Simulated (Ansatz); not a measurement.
# CdS under changes of volume

One of the cells (20.871 Å³/atom); the others are scaled copies at fixed shape and fractional positions:

```
Cd S
1.0
     0.00000    2.75324    2.75324
     2.75324    0.00000    2.75324
     2.75324    2.75324    0.00000
Cd S
1 1
Direct
  0.00000 0.00000 0.00000
  0.50000 0.50000 0.50000
```

Measurements of this composition are mostly on another form, of space group No. 186.

```yaml
Program: Ansatz 0.2.0
Functional: PBE
Potentials_or_basis: all-electron LAPW, scalar-relativistic
Cutoff: 221 eV (chosen from the basis error)
Basis_error_allowed: 0.0005 eV/atom
k_mesh: 8 × 8 × 8
Occupations: fermi-dirac, width 0.05 eV
Spin: no spin polarisation
```

```tsv
volume (Å³/atom)	energy over the lowest point (meV/atom)	pressure (GPa)
19.618	15.03	4.6
20.036	?	?
20.453	0.74	1.0
20.871	0.00	-0.4
21.288	2.91	-1.8
21.705	9.07	-2.9
22.123	18.14	-4.0
```

What does the run at 20.036 Å³/atom give?

Energy over the lowest point 5.59 meV/atom; pressure 2.7 GPa.

Worked out: A Birch-Murnaghan fit of order 3 (a polynomial in V^(-2/3)) to the other rows has its minimum at 20.74 Å³/atom with B0 = V·E''(V) = 72 GPa and B' = 4.8. It gives 5.57 meV/atom at 20.036 Å³/atom, against the run's 5.59, and -dE/dV = 2.7 GPa, against 2.7.

Energies are extrapolated to zero smearing.
